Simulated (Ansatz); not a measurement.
**Electric field gradients in InSe**

Level of theory: DFT LDA, scalar-relativistic, plane waves, PAW in Ansatz. Cutoff 420 eV, 12×12×12 k-points (Γ-centred), Gaussian smearing of 0.01 eV. No spin polarisation.

The cell, relaxed at this level:
```
In Se
1.0
     1.98666    1.14700    8.12982
    -1.98666    1.14700    8.12982
     0.00000   -2.29400    8.12982
In Se
2 2
Direct
  0.99947 0.99947 0.99947
  0.11190 0.11190 0.11190
  0.61415 0.61415 0.61415
  0.83048 0.83048 0.83048
```

The crystal is built of layers and no dispersion correction was added, so the binding between them is poorly described, and with it their spacing and whatever depends on it. Spin–orbit coupling is left out, which matters for gradients at heavy nuclei.

Give V_zz (10²¹ V/m²) and the asymmetry η at each distinct site.

Results:

```tsv
atom	V_zz	η
In (atom 1)	-11.25	0.00
In (atom 2)	-11.22	0.00
Se (atom 3)	-6.13	0.00
Se (atom 4)	-6.74	0.00
```

Cost: 1 run of about 0.36 core-minutes, on Intel Xeon 6975P-C (Granite Rapids) (shared hosts).